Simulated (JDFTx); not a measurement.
# CoO (R-3m) in JDFTx: convergence with smearing width

Aim: find how far smearing width must go before the results for CoO settle, at PBE. This setting moves, with any that are tied to it; all else stays.

All numbers are computed with JDFTx 1.7.0 (patched build); they aren't measurements. Logs are shortened: lines on timing, memory, paths and dates and some standing lists are left out, and cuts for length are marked. The log counts tension as positive stress, the text compression.

### Step 1. The crystal as given

Symmetry: R-3m, No. 166, trigonal system. The conventional cell has a = 3.011 Å, b = 3.011 Å, c = 7.320 Å, α = 90.00°, β = 90.00°, γ = 120.00°. Around Co (site symmetry -3m) lie 6 O at 2.12 Å. O (site symmetry -3m) has 6 Co at 2.12 Å as nearest neighbours.

The cell is a database's computed one.

### Step 2. With smearing width 0.3 eV

CoO.in reads:

```
include CoO.lattice
coords-type Lattice
include CoO.ionpos

ion-species pseudo/Co.upf
ion-species pseudo/O.upf
elec-cutoff 52 416
elec-ex-corr gga-PBE
kpoint-folding 7 7 7
elec-smearing Fermi 0.011024797
elec-n-bands 19
spintype z-spin
initial-magnetic-moments Co 2
elec-initial-magnetization 2 no
electronic-SCF nIterations 100 energyDiffThreshold 1e-09
electronic-minimize nIterations 30 energyDiffThreshold 1e-7
forces-output-coords Cartesian

dump-name run.$VAR
dump End Ecomponents EigStats BandEigs Kpoints Forces Stress
```

CoO.lattice reads:

```
lattice \
    2.8449251281    -2.8449251281     0.0000000000 \
    1.6425182886     1.6425182886    -3.2850365771 \
    4.6107936168     4.6107936168     4.6107936168
```

CoO.ionpos reads:

```
ion Co     0.0000000000     0.0000000000     0.0000000000 1
ion O      0.5000000000     0.5000000000     0.5000000000 1
```

Potentials or basis: PseudoDojo-SR-PBE-0.5-stringent with smoothed tails.

On the command line:

```console
$ jdftx -c 1 -i CoO.in -o CoO.out
```

Log:

```text
*************** JDFTx 1.7.0 (patched build) ***************

Input parsed successfully to the following command list (including defaults):
[... the input with its defaults ...]

---------- Setting up symmetries ----------

Found 12 point-group symmetries of the bravais lattice
Found 12 space-group symmetries with basis
Applied RMS atom displacement 0 bohrs to make symmetries exact.

---------- Initializing the Grid ----------
R =
[      2.84493     -2.84493            0  ]
[      1.64252      1.64252     -3.28504  ]
[      4.61079      4.61079      4.61079  ]
unit cell volume = 129.273
G =
[    1.10428   0.637556   0.454237  ]
[   -1.10428   0.637556   0.454237  ]
[ 8.73998e-18   -1.27511   0.454237  ]
Minimum fftbox size, Smin = [  52  52  52  ]
Chosen fftbox size, S = [  54  54  54  ]

---------- Initializing tighter grid for wavefunction operations ----------
R =
[      2.84493     -2.84493            0  ]
[      1.64252      1.64252     -3.28504  ]
[      4.61079      4.61079      4.61079  ]
unit cell volume = 129.273
G =
[    1.10428   0.637556   0.454237  ]
[   -1.10428   0.637556   0.454237  ]
[ 8.73998e-18   -1.27511   0.454237  ]
Minimum fftbox size, Smin = [  40  40  40  ]
Chosen fftbox size, S = [  40  40  40  ]

---------- Exchange Correlation functional ----------
Initalized PBE GGA exchange.
Initalized PBE GGA correlation.

---------- Setting up pseudopotentials ----------
[... 60 lines left out ...]
	FillingsUpdate:  mu: +0.525728673  nElectrons: 23.000000  magneticMoment: [ Abs: 2.70116  Tot: +2.69112 ]
SCF: Cycle:  1   F: -159.481301788673733   dF: -2.793e-03   |Residual|: 1.698e-02   |deigs|: 1.721e-02
	FillingsUpdate:  mu: +0.527667015  nElectrons: 23.000000  magneticMoment: [ Abs: 2.68863  Tot: +2.67864 ]
SCF: Cycle:  2   F: -159.481376836316002   dF: -7.505e-05   |Residual|: 1.570e-02   |deigs|: 2.590e-03
	FillingsUpdate:  mu: +0.526977452  nElectrons: 23.000000  magneticMoment: [ Abs: 2.70680  Tot: +2.69710 ]
SCF: Cycle:  3   F: -159.481514846801161   dF: -1.380e-04   |Residual|: 4.537e-03   |deigs|: 1.091e-03
	FillingsUpdate:  mu: +0.527552298  nElectrons: 23.000000  magneticMoment: [ Abs: 2.71722  Tot: +2.70588 ]
SCF: Cycle:  4   F: -159.481518895383886   dF: -4.049e-06   |Residual|: 1.724e-03   |deigs|: 4.998e-04
	FillingsUpdate:  mu: +0.527611787  nElectrons: 23.000000  magneticMoment: [ Abs: 2.71841  Tot: +2.70702 ]
SCF: Cycle:  5   F: -159.481519032172571   dF: -1.368e-07   |Residual|: 9.894e-04   |deigs|: 1.199e-04
	FillingsUpdate:  mu: +0.527622792  nElectrons: 23.000000  magneticMoment: [ Abs: 2.71580  Tot: +2.70470 ]
SCF: Cycle:  6   F: -159.481519316067192   dF: -2.839e-07   |Residual|: 3.019e-04   |deigs|: 1.586e-04
	FillingsUpdate:  mu: +0.527670714  nElectrons: 23.000000  magneticMoment: [ Abs: 2.71530  Tot: +2.70422 ]
SCF: Cycle:  7   F: -159.481519350713626   dF: -3.465e-08   |Residual|: 9.766e-05   |deigs|: 1.262e-04
	FillingsUpdate:  mu: +0.527668013  nElectrons: 23.000000  magneticMoment: [ Abs: 2.71550  Tot: +2.70441 ]
SCF: Cycle:  8   F: -159.481519355034436   dF: -4.321e-09   |Residual|: 3.207e-05   |deigs|: 8.004e-05
	FillingsUpdate:  mu: +0.527663536  nElectrons: 23.000000  magneticMoment: [ Abs: 2.71551  Tot: +2.70442 ]
SCF: Cycle:  9   F: -159.481519355911558   dF: -8.771e-10   |Residual|: 9.753e-06   |deigs|: 1.392e-04
	FillingsUpdate:  mu: +0.527664270  nElectrons: 23.000000  magneticMoment: [ Abs: 2.71551  Tot: +2.70442 ]
SCF: Cycle: 10   F: -159.481519356122817   dF: -2.113e-10   |Residual|: 4.912e-06   |deigs|: 1.143e-04
SCF: Converged (|Delta E|<1.000000e-09 for 2 iters).

Setting wave functions to eigenvectors of Hamiltonian

# Stress tensor in Cartesian coordinates [Eh/a0^3]:
[  9.28984e-06            0            0  ]
[            0  9.28984e-06            0  ]
[            0            0 -4.15462e-06  ]

# Ionic positions in lattice coordinates:
ion Co   0.000000000000000   0.000000000000000   0.000000000000000 1
ion O   0.500000000000000   0.500000000000000   0.500000000000000 1

# Forces in Cartesian coordinates:
force Co   0.000000000000000   0.000000000000000   0.000000000000000 1
force O   0.000000000000000  -0.000000000000000   0.000000000000000 1

# Energy components:
   Eewald =     -106.6716796414786756
       EH =       46.4549691298054199
     Eloc =     -136.4699890489842744
      Enl =      -23.1353970188110054
      Exc =      -32.4550201040800488
 Exc_core =       11.0912087512336033
       KE =       81.7284132317283820
-------------------------------------
     Etot =     -159.4574947005865795
       TS =        0.0240246555362327
-------------------------------------
        F =     -159.4815193561228170

IonicMinimize: Iter:   0  F: -159.481519356122817  |grad|_K:        nan
IonicMinimize: None of the convergence criteria satisfied after 0 iterations.

#--- Lowdin population analysis ---
# oxidation-state Co +1.093
# magnetic-moments Co +2.394
# oxidation-state O -0.975
# magnetic-moments O +0.316

Dumping 'run.eigStats' ...
	eMin: -3.024104 at state 0 ( [ +0.000000 +0.000000 +0.000000 ] spin 1 )
	HOMO: +0.527509 at state 72 ( [ +0.142857 +0.428571 -0.428571 ] spin -1 )
	mu  : +0.527664
	LUMO: +0.527674 at state 70 ( [ +0.142857 +0.285714 -0.142857 ] spin -1 )
	eMax: +1.581142 at state 54 ( [ +0.000000 +0.285714 +0.285714 ] spin -1 )
	HOMO-LUMO gap: +0.000166
	Optical gap  : +0.001829 at state 70 ( [ +0.142857 +0.285714 -0.142857 ] spin -1 )
Done!
```

Wall time 3.4 min (1 thread of Arm Neoverse V2, shared host); peak memory 0.21 GiB.

Results:

```yaml
Free_energy: -4339.7132 eV
Pressure: -0.1 GPa
Band_gap_on_the_k_mesh: none (metal or under the smearing width)
Net_moment: 2.70 μB per cell
Absolute_moment: 2.72 μB per cell
Site_moments: Co +2.39; O +0.32 μB
Loewdin_charges: Co +1.09; O -0.97 e
```

### Step 3. With smearing width 0.2 eV

CoO.in: that of step 2 with these lines changed.

```diff
@@ -9,3 +9,3 @@
 kpoint-folding 7 7 7
-elec-smearing Fermi 0.011024797
+elec-smearing Fermi 0.0073498644
 elec-n-bands 19
```

CoO.lattice is that of step 2.

CoO.ionpos is that of step 2.

Potentials or basis: PseudoDojo-SR-PBE-0.5-stringent with smoothed tails.

On the command line:

```console
$ jdftx -c 1 -i CoO.in -o CoO.out
```

Run time: 3.1 min. Hardware: 1 thread of Arm Neoverse V2, shared host; peak memory 0.2 GiB.

Results:

- Free energy: -4339.5207 eV
- Pressure: -0.2 GPa
- Band gap on the k mesh: none (metal or under the smearing width)
- Net moment: 2.82 μB per cell
- Absolute moment: 2.83 μB per cell
- Site moments: Co +2.47; O +0.35 μB
- Loewdin charges: Co +1.10; O -0.98 e

### Step 4. With smearing width 0.15 eV

CoO.in: that of step 3 with these lines changed.

```diff
@@ -9,3 +9,3 @@
 kpoint-folding 7 7 7
-elec-smearing Fermi 0.0073498644
+elec-smearing Fermi 0.0055123983
 elec-n-bands 19
```

CoO.lattice is that of step 3.

CoO.ionpos is that of step 3.

On the command line:

```console
$ jdftx -c 1 -i CoO.in -o CoO.out
```

Wall time 3.1 min (1 thread of Arm Neoverse V2, shared host); peak memory 0.2 GiB.

What came out:

```
Free energy            : -4339.4428 eV
Pressure               : -0.3 GPa
Band gap on the k mesh : none (metal or under the smearing width)
Net moment             : 2.86 μB per cell
Absolute moment        : 2.88 μB per cell
Site moments           : Co +2.50; O +0.36 μB
Loewdin charges        : Co +1.11; O -0.99 e
```

### Step 5. With smearing width 0.1 eV

CoO.in: that of step 4 with these lines changed.

```diff
@@ -9,3 +9,3 @@
 kpoint-folding 7 7 7
-elec-smearing Fermi 0.0055123983
+elec-smearing Fermi 0.0036749322
 elec-n-bands 19
```

CoO.lattice is that of step 4.

CoO.ionpos is that of step 4.

On the command line:

```console
$ jdftx -c 1 -i CoO.in -o CoO.out
```

Wall time 3.6 min (1 thread of Arm Neoverse V2, shared host); peak memory 0.21 GiB.

Results:

* Free energy: -4339.3781 eV
* Pressure: -0.2 GPa
* Band gap on the k mesh: none (metal or under the smearing width)
* Net moment: 2.91 μB per cell
* Absolute moment: 2.93 μB per cell
* Site moments: Co +2.54; O +0.38 μB
* Loewdin charges: Co +1.11; O -0.99 e

### Step 6. With smearing width 0.05 eV

CoO.in: that of step 5 with these lines changed.

```diff
@@ -9,3 +9,3 @@
 kpoint-folding 7 7 7
-elec-smearing Fermi 0.0036749322
+elec-smearing Fermi 0.0018374661
 elec-n-bands 19
```

CoO.lattice is that of step 5.

CoO.ionpos is that of step 5.

Potentials or basis: PseudoDojo-SR-PBE-0.5-stringent with smoothed tails.

On the command line:

```console
$ jdftx -c 1 -i CoO.in -o CoO.out
```

It took 3.5 min on 1 thread of Arm Neoverse V2, shared host; peak memory 0.2 GiB.

Results (log left out):

* Free energy: -4339.3326 eV
* Pressure: 0.0 GPa
* Band gap on the k mesh: none (metal or under the smearing width)
* Net moment: 2.98 μB per cell
* Absolute moment: 3.00 μB per cell
* Site moments: Co +2.58; O +0.41 μB
* Loewdin charges: Co +1.12; O -1.00 e

### Step 7. With smearing width 0.025 eV

CoO.in: that of step 6 with these lines changed.

```diff
@@ -9,3 +9,3 @@
 kpoint-folding 7 7 7
-elec-smearing Fermi 0.0018374661
+elec-smearing Fermi 0.00091873305
 elec-n-bands 19
```

CoO.lattice is that of step 6.

CoO.ionpos is that of step 6.

On the command line:

```console
$ jdftx -c 1 -i CoO.in -o CoO.out
```

It took 3.4 min on 1 thread of Arm Neoverse V2, shared host; peak memory 0.2 GiB.

Results (log left out):

- Free energy: -4339.3213 eV
- Pressure: 0.0 GPa
- Band gap on the k mesh: none (metal or under the smearing width)
- Net moment: 3.00 μB per cell
- Absolute moment: 3.02 μB per cell
- Site moments: Co +2.59; O +0.42 μB
- Loewdin charges: Co +1.12; O -1.00 e

### Step 8. With smearing width 0.01 eV

CoO.in: that of step 7 with these lines changed.

```diff
@@ -9,3 +9,3 @@
 kpoint-folding 7 7 7
-elec-smearing Fermi 0.00091873305
+elec-smearing Fermi 0.00036749322
 elec-n-bands 19
```

CoO.lattice is that of step 7.

CoO.ionpos is that of step 7.

On the command line:

```console
$ jdftx -c 1 -i CoO.in -o CoO.out
```

Wall time 3.5 min (1 thread of Arm Neoverse V2, shared host); peak memory 0.2 GiB.

The run converged. Its results:

- Free energy: -4339.3185 eV
- Pressure: -0.1 GPa
- Band gap on the k mesh: none (metal or under the smearing width)
- Net moment: 3.00 μB per cell
- Absolute moment: 3.02 μB per cell
- Site moments: Co +2.59; O +0.42 μB
- Loewdin charges: Co +1.12; O -1.00 e

### Step 9. Summary

```tsv
smearing width	energy less the tightest run, at zero smearing (meV/atom)	pressure (GPa)	absolute moment (μB)	SCF cycles	CPU time (s)	peak memory (GiB)
0.3 eV	-34.18	-0.14	2.72	11	200	0.21
0.2 eV	-17.40	-0.24	2.83	11	190	0.2
0.15 eV	-8.66	-0.26	2.88	11	190	0.2
0.1 eV	-1.62	-0.23	2.93	12	220	0.21
0.05 eV	0.57	-0.03	3.00	11	210	0.2
0.025 eV	0.11	-0.01	3.02	11	200	0.2
0.01 eV	0.00	-0.05	3.02	11	210	0.2
```

Against the tightest run, the energy stays within 1 meV/atom from 0.05 eV on; the pressure stays within 0.1 GPa from 0.05 eV on; the absolute moment stays within 0.02 μB from 0.025 eV on. Narrower smearing needs a denser k mesh, so at a fixed mesh the narrowest width isn't the most accurate. The tightest run that finished is the yardstick and may itself not be fully converged.

Caveats: all runs use coarse meshes; a cell with one magnetic atom can't hold antiferromagnetic order, which such compounds often take; semilocal functionals often make such compounds metallic where correlation or magnetic order opens a gap, which also shifts bond lengths.
